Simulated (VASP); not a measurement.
## ZnS: single point with PBEsol

**Experimental background.**

From a printed reference work, monograph, for a bulk crystal of ZnS at 4 K: band gap 3.911 eV (direct).

Crystal: ZnS.

```
CELL_PARAMETERS angstrom
3.70573 0.00000 0.00000
-1.85287 3.20926 0.00000
0.00000 0.00000 6.46502
ATOMIC_POSITIONS crystal
Zn 0.33333 0.66667 0.00544
Zn 0.66667 0.33333 0.50544
S 0.33333 0.66667 0.37956
S 0.66667 0.33333 0.87956
```

- Program: VASP 6.6.1
- Task: single point
- Functional: PBEsol
- Potentials or basis: VASP PAW PBE potentials, release 64 (Zn, S)
- Cutoff: 520 eV
- k mesh: 9 × 9 × 6
- Occupations: gaussian, width 0.05 eV
- Spin: no spin polarisation

- Pressure: 0.7 GPa
- Largest force: 0.335 eV/Å
- Band gap on the k mesh: 1.95 eV

Forces in eV/Å, atoms in the order of the input:
```
Zn   0.000  0.000  0.335
Zn   0.000  0.000  0.335
S    0.000  0.000 -0.335
S    0.000  0.000 -0.335
```

Stress tensor (GPa, compression positive):
```
 3.47  0.00  0.00
 0.00  3.47  0.00
 0.00  0.00 -4.99
```

Levels at points of the mesh, in eV from the valence-band top:
| k point | band 16 | band 17 | band 18 | band 19 | band 20 | band 21 |
| --- | --- | --- | --- | --- | --- | --- |
| (0.00, 0.00, 0.00) | -0.35 | 0.00 | 0.00 | 1.95 | 3.40 | 5.87 |
| (0.00, 0.00, 0.50) | -0.40 | -0.40 | -0.40 | 3.68 | 3.68 | 6.34 |

Run time: 67 s on 1 thread of Intel(R) Xeon(R) Platinum 8259CL CPU @ 2.50GHz (Skylake/Cascade Lake), with other jobs on the host, peak memory 0.23 GiB.

Against the measured gap of ZnS, 3.911 eV (direct; 4 K; a printed reference work, monograph), the calculated 1.95 eV is off by -1.96 eV. So large a miss can be the level of theory's own, or it may mean another phase, state or a wrong row. The value is that of PBEsol, without temperature or zero-point motion. Semilocal functionals fall short of measured gaps as a rule.

Caveat: the PAW data sets were made with another functional, which shifts forces and pressure a little.
